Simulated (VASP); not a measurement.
# V (a cell with a defect) in VASP: further runs, part 2 of 3

VASP 6.6.1. The steps go on from the part before.

## (3) Single point, PBE

INCAR

```
SYSTEM = V
ALGO     = Fast           ! electronic algorithm
EDIFF    = 1E-6           ! SCF threshold, eV
ENCUT    = 520            ! plane-wave cutoff, eV
GGA      = PE             ! functional
ISIF     = 2              ! what is computed and relaxed
ISMEAR   = -1             ! smearing method
LASPH    = .TRUE.         ! aspherical terms in the spheres
LCHARG   = .FALSE.        ! write CHGCAR
LREAL    = Auto         
LWAVE    = .FALSE.        ! write WAVECAR
NBANDS   = 124            ! bands
NELM     = 60             ! most SCF steps
PREC     = Accurate       ! precision mode
SIGMA    = 0.15           ! smearing width, eV
```

KPOINTS

```
k-points
0
G
  2 2 2
  0 0 0
```

POSCAR

```
V
1.0
    6.0400000000      0.0000000000      0.0000000000
    0.0000000000      6.0400000000      0.0000000000
    0.0000000000      0.0000000000      6.0400000000
V
17
Direct
   -0.0036920530      0.0517052980     -0.0343708609
    0.4630132450     -0.0446523179      0.0372185430
    0.0671026490      0.5654139073     -0.0069536424
   -0.0066225166      0.0515397351      0.4672516556
    0.2735264901      0.2701324503      0.2111589404
    0.5279635762      0.5205463576     -0.0060099338
    0.4584933775     -0.0510430464      0.4064735099
    0.7682119205      0.2685264901      0.2361092715
   -0.0045364238      0.4844536424      0.5153973510
    0.2169536424      0.7202483444      0.2551158940
    0.2528476821      0.2891721854      0.7101324503
    0.5431953642      0.5066225166      0.4749668874
    0.7835596026      0.7636258278      0.2264072848
    0.5336423841      0.1090894040      0.7268874172
    0.2945860927      0.7963410596      0.7250165563
    0.7589403974      0.7595860927      0.7422516556
    0.8272682119      0.3160596026      0.8146026490
```

Potentials or basis: VASP PAW PBE potentials, release 64 (V_sv).

The run is started by

```bash
$ cat potpaw_PBE.64/V_sv/POTCAR > POTCAR
$ mpirun -np 1 vasp_std > vasp.out
```

OUTCAR:

```text
SYSTEM = V
   EDIFF = 1E-6
   ENCUT = 520
   GGA = PE
   ISIF = 2
   ISMEAR = -1
   LASPH = .TRUE.
   LREAL = Auto
   NELM = 60
   PREC = Accurate

 ion  position               nearest neighbor table
   1  0.996  0.052  0.966-  17 2.10   8 2.51   5 2.60  11 2.62  16 2.64  13 2.68  15 2.78   2 2.91

   2  0.463  0.955  0.037-  14 2.13   7 2.23  15 2.35  10 2.44   5 2.46  13 2.53   6 2.67  16 2.79
                             8 2.90   1 2.91
   3  0.067  0.565  0.993-  10 2.05  17 2.35  13 2.52  15 2.54   5 2.54  11 2.64  16 2.67   6 2.80
[... 11 lines left out ...]
   9  0.995  0.484  0.515-  11 2.28  17 2.31  10 2.51   8 2.54  16 2.58   4 2.63  13 2.74  12 2.75
                             5 2.81  15 2.90
  10  0.217  0.720  0.255-   3 2.05   7 2.21   2 2.44   9 2.51  13 2.64  12 2.70   4 2.73   6 2.73
                             5 2.75  15 2.91
  11  0.253  0.289  0.710-  14 2.02   9 2.28   4 2.58  12 2.61   1 2.62   3 2.64  17 2.65   6 2.77

  12  0.543  0.507  0.475-   8 2.45  16 2.58  13 2.60  11 2.61   5 2.69  10 2.70   9 2.75   7 2.75
                            15 2.76  14 2.84   6 2.91  17 2.91
  13  0.784  0.764  0.226-   7 2.51   3 2.52   2 2.53   6 2.55   4 2.60  12 2.60  10 2.64   1 2.68
[... 216 lines left out ...]
      1     -53.6030      2.00000
      2     -53.4251      2.00000
      3     -53.3973      2.00000
      4     -53.3857      2.00000
      5     -53.3724      2.00000
      6     -53.3500      2.00000
[... 989 lines left out ...]
    121      11.5126      0.00165
    122      11.6714      0.00057
 [bands above 122 left out]

------------------------ aborting loop because EDIFF is reached ----------------------------------------

  FORCE on cell =-STRESS in cart. coord.  units (eV):
  Direction    XX          YY          ZZ          XY          YZ          ZX
  --------------------------------------------------------------------------------------
  -------------------------------------------------------------------------------------
  Total       25.3697370     22.4138192     25.2018363     -0.9594073      0.0829552      2.7371502
  in kB      184.4657455    162.9729889    183.2449235     -6.9759408      0.6031754     19.9020771
  external PRESSURE =     176.8945527 kB  Pullay stress =       0.0000000 kB

 VOLUME and BASIS-vectors are now :
 -----------------------------------------------------------------------------
  energy-cutoff  :      520.00
  volume of cell :      220.35
      direct lattice vectors                 reciprocal lattice vectors
     6.040000000  0.000000000  0.000000000     0.165562914  0.000000000  0.000000000
     0.000000000  6.040000000  0.000000000     0.000000000  0.165562914  0.000000000
     0.000000000  0.000000000  6.040000000     0.000000000  0.000000000  0.165562914

 POSITION                                       TOTAL-FORCE (eV/Angst)
 -----------------------------------------------------------------------------------
      6.01770      0.31230      5.83240         0.933353     -2.575345      1.292507
      2.79660      5.77030      0.22480         0.694753      0.653687      0.544468
      0.40530      3.41510      5.99800        -1.727326     -1.268277     -1.073723
      6.00000      0.31130      2.82220        -0.254556     -1.421345      0.325532
      1.65210      1.63160      1.27540        -0.869412      0.491489      0.917719
      3.18890      3.14410      6.00370        -0.303087     -0.473576     -0.366426
[... 9 lines left out ...]
      4.58400      4.58790      4.48320         0.306236      0.518143     -0.488710
      4.99670      1.90900      4.92020        -0.067538      1.769267     -1.292130
 -----------------------------------------------------------------------------------
    total drift:                                0.003753     -0.006482     -0.002244

  FREE ENERGIE OF THE ION-ELECTRON SYSTEM (eV)
  ---------------------------------------------------
  free  energy   TOTEN  =      -146.1413400377 eV

  energy  without entropy=     -144.5950159342  energy(sigma->0) =     -145.36817799
```

OSZICAR:

```text
N       E                     dE             d eps       ncg     rms          rms(c)
DAV:   1     0.399517717604E+04    0.39952E+04   -0.12846E+05  1984   0.212E+03
DAV:   2     0.105613093390E+03   -0.38896E+04   -0.38411E+04  1984   0.742E+02
DAV:   3    -0.153003048345E+03   -0.25862E+03   -0.25083E+03  2672   0.210E+02
DAV:   4    -0.165646758147E+03   -0.12644E+02   -0.12181E+02  2648   0.367E+01
[... 25 lines left out ...]
RMM:  30    -0.146141335683E+03   -0.15824E-05   -0.15280E-05   652   0.840E-04    0.218E-04
RMM:  31    -0.146141337055E+03   -0.13718E-05   -0.13466E-05   380   0.690E-04    0.149E-04
RMM:  32    -0.146141338182E+03   -0.11270E-05   -0.11220E-05   359   0.663E-04    0.109E-04
RMM:  33    -0.146141339188E+03   -0.10066E-05   -0.10026E-05   337   0.651E-04    0.838E-05
RMM:  34    -0.146141340038E+03   -0.84927E-06   -0.84866E-06   318   0.645E-04
   1 F= -.14614134E+03 E0= -.14536818E+03  d E =-.154632E+01
```

stdout:

```text
POSCAR found type information on POSCAR V
 POSCAR found :  1 types and      17 ions
 scaLAPACK will be used
 LDA part: xc-table for (Slater+PW92), standard interpolation
 POSCAR, INCAR and KPOINTS ok, starting setup
 FFT: planning ... GRIDC
 FFT: planning ... GRID_SOFT
 FFT: planning ... GRID
 WAVECAR not read
 entering main loop
```

Wall time 22 min (1 thread of Intel Xeon Platinum 8175M at 2.50GHz (Skylake/Cascade Lake), shared host); peak memory 0.4 GiB.

Results:

```yaml
Free_energy: -146.1413 eV
Pressure: 17.7 GPa
Largest_force: 3.881 eV/Å
Band_gap_on_the_k_mesh: none (metal or under the smearing width)
```

Forces in eV/Å, atoms in the order of the input:
```
V    0.933 -2.575  1.293
V    0.695  0.654  0.544
V   -1.727 -1.268 -1.074
V   -0.255 -1.421  0.326
V   -0.869  0.491  0.918
V   -0.303 -0.474 -0.366
V    0.938  0.902  0.161
V   -0.639 -0.473  0.021
V    0.973  1.946 -1.249
V    0.403  0.768  1.024
V   -1.422  1.056  0.291
V   -0.685 -0.198  0.641
V    0.208 -0.264  0.717
V    3.710  0.392 -1.071
V   -2.197 -1.823 -0.393
V    0.306  0.518 -0.489
V   -0.068  1.769 -1.292
```

Stress tensor (GPa, compression positive):
```
18.45 -0.70  1.99
-0.70 16.30  0.06
 1.99  0.06 18.32
```

Levels at points of the mesh, in eV from the Fermi level:
| k point | band 108 | band 109 | band 110 | band 111 | band 112 | band 113 |
| --- | --- | --- | --- | --- | --- | --- |
| (0.00, 0.00, 0.00) | 0.00 | 0.09 | 0.18 | 0.27 | 0.35 | 0.43 |
| (0.50, 0.00, 0.00) | -0.16 | -0.11 | -0.02 | 0.05 | 0.18 | 0.27 |
| (0.00, 0.50, 0.00) | -0.19 | -0.15 | -0.09 | 0.07 | 0.12 | 0.23 |
| (0.00, 0.00, 0.50) | -0.18 | -0.14 | -0.07 | 0.06 | 0.12 | 0.25 |
| (0.50, 0.50, 0.00) | -0.31 | -0.26 | -0.13 | -0.02 | 0.10 | 0.21 |
| (0.00, 0.50, 0.50) | -0.32 | -0.30 | -0.22 | -0.08 | 0.07 | 0.13 |
| (0.50, 0.00, 0.50) | -0.35 | -0.22 | -0.19 | -0.13 | -0.08 | 0.07 |
| (0.50, 0.50, 0.50) | -0.61 | -0.58 | -0.48 | -0.35 | -0.25 | -0.10 |

Caveat: the k mesh is coarse (spacing up to 0.52 Å⁻¹), so the values aren't converged; so large a pressure means that the cell lies far from this level's equilibrium, or that cutoff or potentials fall short.

(Continued in part 3 of 3.)
